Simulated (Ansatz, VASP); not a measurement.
One calculation of GaN, two programs

```xyz
4
Lattice="3.1736 0.0000 0.0000 -1.5868 2.7485 0.0000 0.0000 0.0000 5.1715" Properties=species:S:1:pos:R:3 pbc="T T T"
Ga    0.0000    1.8323   -0.0041
Ga    1.5868    0.9162    2.5817
N     0.0000    1.8323    1.9434
N     1.5868    0.9162    4.5291
```

Alike in both runs: functional LDA; k mesh 9 × 9 × 6; no spin polarisation.

Ansatz relaxed the structure, and its values are those at the end. VASP's run is a single point on that final structure, the one shown.

```csv
,VASP,Ansatz
version,VASP 6.6.1,Ansatz 0.2.0
potentials or method,"VASP PAW LDA potentials, release 64 (Ga_d, N)","scalar-relativistic, plane waves, PAW"
plane-wave cutoff (eV),520,420
occupations,"gaussian, width 0.01 eV",fixed
valence electrons in the cell,36,36
```

|  | VASP | Ansatz | Ansatz less VASP |
| --- | --- | --- | --- |
| gap on the k mesh at the Fermi level (eV) | 2.01 | 2.00 | -0.016 |
| least direct gap on the mesh (eV) | 2.01 | 2.00 | -0.016 |
| pressure (GPa) | -2.9 | -3.9 | -1.04 |

Ansatz warned: «stress_scf_threshold_loose».
